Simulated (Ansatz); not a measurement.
**AlCu$_{3}$: sound and stiffness along [100], [110] and [111]**

Level of theory: DFT PBEsol, scalar-relativistic, plane waves, PAW (Ansatz). Settings: 420 eV plane-wave cutoff, Γ-centred 12×12×12 mesh, Fermi-Dirac smearing of 0.15 eV. No spin polarisation.

Relaxed structure:
```
Al Cu
1.0
     3.63242    0.00000    0.00000
     0.00000    3.63242    0.00000
     0.00000    0.00000    3.63242
Al Cu
1 3
Direct
  0.00000 0.00000 0.00000
  0.50000 0.50000 0.00000
  0.50000 0.00000 0.50000
  0.00000 0.50000 0.50000
```

In a metal, frequencies and elastic constants depend on the k mesh and the smearing, soft modes and shear constants most.

With ions relaxed, on the cubic axes: C11 = 181.1, C12 = 137.6, C44 = 98.6 GPa. The density is 7.540 g/cm³.

Question: Is the crystal stable against strain, and how anisotropic is it?

Answer: Born's conditions hold: C11 + 2C12 = 456.2, C11 − C12 = 43.5 and C44 = 98.6 GPa are all positive. B = (C11 + 2C12)/3 = 152.1 GPa. The two shear moduli are C44 and C′ = (C11 − C12)/2 = 21.7 GPa, so Zener's ratio is A = C44/C′ = 4.53: the tetragonal shear C′ is the soft one, as in many fcc and bcc metals and zincblende crystals. The Cauchy pressure C12 − C44 is 39.0 GPa; it would vanish for pair forces between atoms on inversion centres at zero pressure, and a positive value is usual with metallic or many-body binding, and where atoms off inversion centres relax under shear, which lowers C44.

Question: Give the sound speeds along the three symmetry directions.

Answer: The Christoffel equation gives ρv² for each branch:
```csv
direction,branch,ρv²,GPa,v (m/s)
[100],L,C11,181.1,4901
[100],T (×2),C44,98.6,3616
[110],L,(C11 + C12 + 2C44)/2,257.9,5848
[110],"T, u ∥ [001]",C44,98.6,3616
[110],"T, u ∥ [1-10]",(C11 − C12)/2,21.7,1698
[111],L,(C11 + 2C12 + 4C44)/3,283.5,6132
[111],T (×2),(C11 − C12 + C44)/3,47.4,2506
```

Question: How does Young's modulus depend on direction?

Answer: Inverting gives S11 = 16.060, S12 = -6.934, S44 = 10.145 TPa⁻¹. Along a unit vector (l, m, n), 1/E = S11 − 2(S11 − S12 − S44/2)(l²m² + m²n² + n²l²), where the last bracket is 0, 1/4 and 1/3 for [100], [110] and [111]: E = 62, 141 and 243 GPa. With A > 1 the body diagonal is stiffest. For a film on (001), the biaxial modulus is C11 + C12 − 2C12²/C11 = 110 GPa and the normal strain is −2C12/C11 = -1.52 times the in-plane one.

The elastic anisotropy is concentrated in shear: along [110], the transverse wave polarised along [1-10] travels at 1698 m/s, against 3616 m/s for the one polarised along [001]. In this fcc-derived ordering, a C44 shear directly stretches and compresses close-packed neighbour contacts. The tetragonal shear strains those contacts less effectively: with nearest-neighbour central forces alone, C′ in an fcc lattice would be half of C44. Band filling by the aluminium valence electrons probably softens C′ further, as is familiar from copper-rich electron compounds.

Every atom here sits on an inversion centre, so uniform strain induces no internal displacements. The positive Cauchy pressure therefore cannot come from ionic relaxation and points to many-body metallic binding, in which the electron gas resists volume change more than shear.

The soft tetragonal shear also lies along the Bain path linking fcc and bcc packing. Its positive modulus indicates resistance to small uniform distortions, but does not establish that this ordering is favoured over the bcc-derived and long-period structures known near this composition.
